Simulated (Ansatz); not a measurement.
## A Sn vacancy and a Te vacancy, 9.43 Å apart on the ideal sites in rocksalt SnTe, 62 atoms, charge 0

All numbers come from Ansatz (PAW, plane waves, no spin–orbit coupling) at the single k point (¼, ¼, ¼) without its symmetry partners. The atoms were relaxed with PBEsol in a fixed cell; other functionals are single points on those atoms unless said otherwise. The valence top and gap of the host come from the perfect supercell at Γ, which can miss a band edge that doesn't fold there, PBEsol gap 0.17 eV, r²SCAN gap 0.02 eV.

Cell: a = 12.569 Å, b = 12.569 Å, c = 12.569 Å, α = 90.00°, β = 90.00°, γ = 90.00°.

Nearest atoms after relaxation, from the placed atom (for vacancies from the middle of the vacant sites): Te at 1.54 Å, Sn at 1.72 Å, Sn at 3.32 Å, Sn at 3.36 Å, Te at 3.47 Å, Sn at 3.53 Å, Te at 3.54 Å, Te at 3.55 Å.

Chemical potentials μ are those of reference phases of the elements at zero temperature by the same functional (the usual solids, diamond for C, grey Sn, and the molecules H2, N2, O2, F2, Cl2, Br2 and S8).

```csv
functional,E(defect) − E(host) − Σ nμ + q·E_VBM (eV),monopole (eV),alignment (eV),formation energy at E_F = VBM (eV),moment (μB),"wall time, shared host"
PBEsol,2.36,0.00,0.00,2.36,0.0,30 s on NVIDIA GB200 (relaxation)
r²SCAN,1.74,0.00,0.00,1.74,0.0‡,13 s on NVIDIA GB200
```

r²SCAN one-electron levels near the gap (the ten most localised at most), from the host's valence top:

```
level (eV)  spin  filling  atoms sharing it  element of the atom with most weight
      0.19    up     0.00              24.2                                spread
      0.19  down     0.00              24.2                                spread
      0.28    up     0.00              39.5                                spread
      0.28  down     0.00              39.5                                spread
```

The charge sits partly or wholly in a band of the host, at the cell's one k point and not at the band edge, so the formation energy is too high and the charge correction doesn't apply as it stands.

All elements are taken at their own reference at once; growth conditions in equilibrium with the host shift these energies, by up to the host's formation enthalpy.

One k point and a cell of this size can leave errors of several tenths of an eV in such numbers.

‡ the moment ended far from its start, and no run at another spin was made to compare.
